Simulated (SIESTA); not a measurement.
The system is NiO.

```
CELL_PARAMETERS angstrom
0.00000 2.08590 2.08590
2.08590 0.00000 2.08590
2.08590 2.08590 0.00000
ATOMIC_POSITIONS crystal
Ni 0.00000 0.00000 0.00000
O 0.50000 0.50000 0.50000
```

Base run:

| Property | Result |
| --- | --- |
| Program | SIESTA 5.4.2 |
| Functional | vdW-DF-cx |
| Potentials or basis | PseudoDojo 0.4 standard (PBE files) |
| Basis | DZP (energy shift 0.003 Ry; two zetas on semicore shells) |
| Grid cutoff | 800 Ry |
| Energy shift | 0.003 Ry |
| k mesh | 11 × 11 × 11 |
| Occupations | fermi-dirac, width 0.05 eV |
| Spin | collinear spin, ferromagnetic start |
| Starting moments | [1.0, 0.0] μB |

Its results: band gap on the k mesh none (metal or under the smearing width); pressure -7.7 GPa; net moment 0.64 μB per cell.

Q: The run is repeated on the same cell with these changes: functional from vdW-DF-cx to PBE; k mesh from 11 × 11 × 11 to 8 × 8 × 8. What comes out?

A: Band gap on the k mesh none (metal or under the smearing width); pressure -1.0 GPa; net moment 0.00 μB per cell.

Several settings changed at once, so the effect can't be laid on one alone.

Caveats: short orbitals over semicore shells can move pressures by several GPa; the basis of atomic orbitals isn't converged, which shifts pressures, moduli and gaps; semilocal functionals often make such compounds metallic where correlation or magnetic order opens a gap, which also shifts bond lengths; the potentials were made for another functional, which shifts forces and pressure (some runs); a cell with one magnetic atom can't hold antiferromagnetic order, which such compounds often take (some runs); the basis holds too few empty states to meet the f-sum rule, so the spectrum is short of weight at high energy (some runs).
